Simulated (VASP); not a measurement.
Set up this calculation in VASP 6.6.1, as the native input.

```yaml
Task: band structure
Functional: r2SCAN
Potentials_or_basis: VASP PAW PBE potentials, release 64 (Mo_sv, Se)
Cutoff: 520 eV
k_mesh: 9 × 9 × 2
Occupations: fermi-dirac, width 0.05 eV
Spin: no spin polarisation
Further_INCAR_settings: ALGO = Normal; EDIFF = 1e-06; NBANDS = 35
```

The structure of MoSe2 lies in POSCAR:

```
MoSe2
1.0
    3.2880000000      0.0000000000      0.0000000000
   -1.6440000000      2.8474915276      0.0000000000
    0.0000000000      0.0000000000     12.9000000000
Mo Se
2 4
Direct
    0.6666666667      0.3333333333      0.7500000000
    0.3333333333      0.6666666667      0.2500000000
    0.6666666667      0.3333333333      0.3750000000
    0.3333333333      0.6666666667      0.8750000000
    0.6666666667      0.3333333333      0.1250000000
    0.3333333333      0.6666666667      0.6250000000
```

The input as run:

INCAR

```
ALGO = Normal
EDIFF = 1E-6
ENCUT = 520
ISIF = 2
ISMEAR = -1
LASPH = T
LCHARG = F
LMAXMIX = 4
LMIXTAU = T
LREAL = F
LWAVE = F
METAGGA = R2SCAN
NBANDS = 35
NELM = 80
PREC = Accurate
SIGMA = 0.05
```

KPOINTS

```
k-points
0
Gamma
  9 9 2
```

KPOINTS_OPT

```
path GMKGALHA,LM,KH
20
line-mode
reciprocal
 0.0000000000  0.0000000000  0.0000000000  G
 0.5000000000  0.0000000000  0.0000000000  M

 0.5000000000  0.0000000000  0.0000000000  M
 0.3333333333  0.3333333333  0.0000000000  K

 0.3333333333  0.3333333333  0.0000000000  K
 0.0000000000  0.0000000000  0.0000000000  G

 0.0000000000  0.0000000000  0.0000000000  G
 0.0000000000  0.0000000000  0.5000000000  A

 0.0000000000  0.0000000000  0.5000000000  A
 0.5000000000  0.0000000000  0.5000000000  L

 0.5000000000  0.0000000000  0.5000000000  L
 0.3333333333  0.3333333333  0.5000000000  H

 0.3333333333  0.3333333333  0.5000000000  H
 0.0000000000  0.0000000000  0.5000000000  A

 0.5000000000  0.0000000000  0.5000000000  L
 0.5000000000  0.0000000000  0.0000000000  M

 0.3333333333  0.3333333333  0.0000000000  K
 0.3333333333  0.3333333333  0.5000000000  H
```

Potentials or basis: VASP PAW PBE potentials, release 64 (Mo_sv, Se).

The run is started by

```console
$ cat potpaw_PBE.64/Mo_sv/POTCAR potpaw_PBE.64/Se/POTCAR > POTCAR
$ mpirun -np 1 vasp_std > vasp.out
```

It gave:

```
Pressure                : 7.1 GPa
Largest force           : 0.933 eV/Å
Band gap on the k mesh  : 0.95 eV, indirect (least direct gap 1.48 eV)
Band gap along the path : 0.95 eV, indirect (least direct gap 1.48 eV)
```

Caveat: the PAW data sets were made with another functional, which shifts forces and pressure a little; the cell's inner coordinates are idealised or old, which leaves forces on the atoms.

Run time: 9.4 min on 1 thread of Intel(R) Xeon(R) 6975P-C (Granite Rapids) (shared host), peak memory 0.31 GiB.
